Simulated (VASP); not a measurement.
# Nb₇P₈: nudged elastic band

Nb₇P₈, defect, 15 atoms in the cell. PBE, nudged elastic band; PAW potentials Nb_sv, P (PBE set).

Path: a Nb atom hops into a neighbouring Nb vacancy; Moving images: 1.

## Input

INCAR.step1:
```
SYSTEM = Nb7P8
ALGO = Normal
EDIFF = 1E-6
EDIFFG = -0.02
ENCUT = 300
IBRION = 2
ISIF = 2
ISMEAR = 1
KPAR = 8
LASPH = .TRUE.
LCHARG = .FALSE.
LREAL = .FALSE.
LWAVE = .FALSE.
NELM = 100
NSW = 100
POTIM = 0.5
PREC = Normal
SIGMA = 0.1
```

INCAR.step3, as INCAR.step1 but for:
```
- EDIFFG = -0.02
- IBRION = 2
- ISIF = 2
- POTIM = 0.5
+ EDIFFG = -0.05
+ IBRION = 1
+ IMAGES = 1
+ POTIM = 0.3
+ SPRING = -5
```

KPOINTS:
```
k-points
0
Gamma
  6 3 4
```

00/POSCAR:
```
Nb7P8
1.0
   -1.6749232544      1.6749232544      5.7401081759
    3.3498465088     -3.3498465088     11.4802163518
    3.3498465088      3.3498465088    -11.4802163518
Nb P
7 8
Direct
    0.2553229782      0.3756960856      0.7512987835
    0.2547870310      0.8765534373      0.2532962427
    0.2484412112      0.8730437522      0.7472162955
    0.4999626633      0.2403238769      0.9943794105
    0.4922217027      0.2513844812      0.4994679698
    0.4899165135      0.7445352615      0.9896602794
    0.5065520855      0.7553923334      0.5107951270
    0.8327394668      0.1688448232      0.2547706233
    0.8298530359      0.1694210526      0.7521906935
    0.8278520393      0.6677131627      0.2470302721
    0.8398939740      0.6662929241      0.7542911382
    0.0927403825      0.0413220303      0.9992433389
    0.0746444904      0.0466497807      0.5018698647
    0.0956404953      0.5345947402      0.0015000012
    0.0705796905      0.5438061381      0.4929899599
```

01/POSCAR:
```
Nb7P8
1.0
   -1.6749232544      1.6749232544      5.7401081759
    3.3498465088     -3.3498465088     11.4802163518
    3.3498465088      3.3498465088    -11.4802163518
Nb P
7 8
Direct
    0.2506941642      0.3692808611      0.7362154008
    0.2661672342      0.8696501488      0.2454363948
    0.2528892935      0.8671351306      0.7372561728
    0.4001908800      0.3270369009      1.1405313899
    0.5049724787      0.2474799979      0.4920391851
    0.5039988249      0.7428341871      0.9859526839
    0.5150281645      0.7552370189      0.5023444243
    0.8956789973      0.1455286914      0.2546682792
    0.7884723896      0.1528404470      0.7086209210
    0.8393383401      0.6615318350      0.2403546969
    0.8423860380      0.6666789229      0.7476401156
    0.0935062030      0.0376479605      0.9902504151
    0.0867049077      0.0386208524      0.4924081459
    0.0952930000      0.5372252722     -0.0077993319
    0.0758268444      0.5368456533      0.4840811066
```

02/POSCAR:
```
Nb7P8
1.0
   -1.6749232544      1.6749232544      5.7401081759
    3.3498465088     -3.3498465088     11.4802163518
    3.3498465088      3.3498465088    -11.4802163518
Nb P
7 8
Direct
    0.2509108570      0.3613332569      0.7223180966
    0.2775093363      0.8715781121      0.2437282065
    0.2597368406      0.8686798944      0.7337989401
    0.2779059813      0.3627332350      1.2392036551
    0.5208964846      0.2422627592      0.4860639026
    0.5147374380      0.7399685994      0.9800733613
    0.5194226529      0.7409045168      0.4818799365
    0.8607043501      0.1588551091      0.2339537439
    0.8513618318      0.1675900531      0.7404968463
    0.8591952518      0.6495817549      0.2316452447
    0.8374878248      0.6613405777      0.7313199338
    0.0907007907      0.0306837774      0.9789164119
    0.0984710731      0.0287266256      0.4793163309
    0.1003580420      0.5375138842     -0.0136923406
    0.0917490051      0.5338217241      0.4809777303
```

POSCAR.step1:
```
Nb7P8
1.0
   -1.6749232544      1.6749232544      5.7401081759
    3.3498465088     -3.3498465088     11.4802163518
    3.3498465088      3.3498465088    -11.4802163518
Nb P
7 8
Direct
    0.2498808000      0.3749404000      0.7500000000
    0.2498808000      0.8749404000      0.2500000000
    0.2498808000      0.8749404000      0.7500000000
    0.4998808000      0.2499404000      0.0000000000
    0.4998808000      0.2499404000      0.5000000000
    0.4998808000      0.7499404000      0.0000000000
    0.4998808000      0.7499404000      0.5000000000
    0.8327477700      0.1663738850      0.2500000000
    0.8327477700      0.1663738850      0.7500000000
    0.8327477700      0.6663738850      0.2500000000
    0.8327477700      0.6663738850      0.7500000000
    0.0827477700      0.0413738850      0.0000000000
    0.0827477700      0.0413738850      0.5000000000
    0.0827477700      0.5413738850      0.0000000000
    0.0827477700      0.5413738850      0.5000000000
```

POSCAR.step2:
```
Nb7P8
1.0
   -1.6749232544      1.6749232544      5.7401081759
    3.3498465088     -3.3498465088     11.4802163518
    3.3498465088      3.3498465088    -11.4802163518
Nb P
7 8
Direct
    0.2498808000      0.3749404000      0.7500000000
    0.2498808000      0.8749404000      0.2500000000
    0.2498808000      0.8749404000      0.7500000000
    1.2498808000      0.3749404000      0.2500000000
    0.4998808000      0.2499404000      0.5000000000
    0.4998808000      0.7499404000      0.0000000000
    0.4998808000      0.7499404000      0.5000000000
    0.8327477700      0.1663738850      0.2500000000
    0.8327477700      0.1663738850      0.7500000000
    0.8327477700      0.6663738850      0.2500000000
    0.8327477700      0.6663738850      0.7500000000
    0.0827477700      0.0413738850      0.0000000000
    0.0827477700      0.0413738850      0.5000000000
    0.0827477700      0.5413738850      0.0000000000
    0.0827477700      0.5413738850      0.5000000000
```

Commands (each step's output is kept before the next begins):
```
cat potpaw_PBE.64/Nb_sv/POTCAR potpaw_PBE.64/P/POTCAR > POTCAR
cp INCAR.step1 INCAR
cp POSCAR.step1 POSCAR
mpirun -np 8 vasp_std > vasp.out
cp POSCAR.step2 POSCAR
mpirun -np 8 vasp_std > vasp.out
# 00 and 02 hold the relaxed ends; the images between are interpolated (pair-distance (IDPP))
cp INCAR.step3 INCAR
mpirun -np 8 vasp_std > vasp.out
```

## Result

- Barrier (eV): 2.548
- Barrier of the reverse step (eV): 2.544
- Energy of the second end over the first (eV): 0.004
- Top of the path (share of its length): 0.51
- Length of the path (Å): 3.59
- Steps of the band: 22
- Ionic steps, all stages: 48
- Electronic steps, all stages: 387

Energy along the relaxed band:

| Image | Distance along the path (Å) | Energy above the first end (eV) | Slope along the path (eV/Å) | Largest force across the path (eV/Å) |
|---|---|---|---|---|
| 0 | 0.000 | 0.000 | relaxed end |  |
| 1 | 1.797 | 2.547 | 0.083 | 0.044 |
| 2 | 3.593 | 0.004 | relaxed end |  |

The cell is NbP (16 atoms) with one Nb atom missing.

The two ends have the same energy within 0.01 eV.

Limits: the cell holds 15 atoms, so the vacancy or interstitial meets its own images and the barrier isn't that of a lone defect; a single image in the middle can't show two humps with a dip between them, and says nothing of the springs.

VASP 6.6.1 took 2191 s on 8 cores (Intel Xeon Platinum 8488C (Sapphire Rapids)), a shared host.
